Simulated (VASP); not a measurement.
Runs of VASP 6.6.1 on GaN. Symmetry: F-43m, No. 216, cubic system. Conventional cell: a = 4.494 Å, b = 4.494 Å, c = 4.494 Å, α = 90.00°, β = 90.00°, γ = 90.00°. Around Ga (site symmetry -43m) lie 4 N at 1.95 Å. N (site symmetry -43m) is surrounded by 4 Ga at 1.95 Å. The cell is a database's computed one.

```csv
level,potentials or basis,k mesh,cutoff (eV),smearing,gap on the mesh (eV),pressure (GPa)
PBEsol,"VASP PAW PBE potentials, release 64 (Ga_d, N)",10 × 10 × 10,700,gaussian 0.02 eV,1.74,(a)
PBEsol,"VASP PAW PBE potentials, release 64 (Ga_h, N_h)",10 × 10 × 10,900,gaussian 0.02 eV,(b),0.6
PBEsol,"VASP PAW PBE potentials, release 64 (Ga_d, N)",16 × 16 × 16,520,gaussian 0.02 eV,1.74,0.2
r2SCAN,"VASP PAW PBE potentials, release 64 (Ga_d, N)",10 × 10 × 10,520,gaussian 0.02 eV,2.17,1.6
PBEsol,"VASP PAW PBE potentials, release 64 (Ga_d, N)",10 × 10 × 10,520,gaussian 0.5 eV,1.74,0.2
```

Alike in all rows: task single point; no spin polarisation; cell as given.

Question: Estimate the missing entries.

Answer: (a) 0.1; (b) 1.72.

Caveats: the PAW data sets were made with another functional, which shifts forces and pressure a little; the cutoff is under 1.25 times the usual one of these potentials, so pressure, stress and relaxed cells hold a basis-set (Pulay) error (some runs).

A k mesh can miss the band edges, and the runs leave out spin-orbit coupling on Ga.
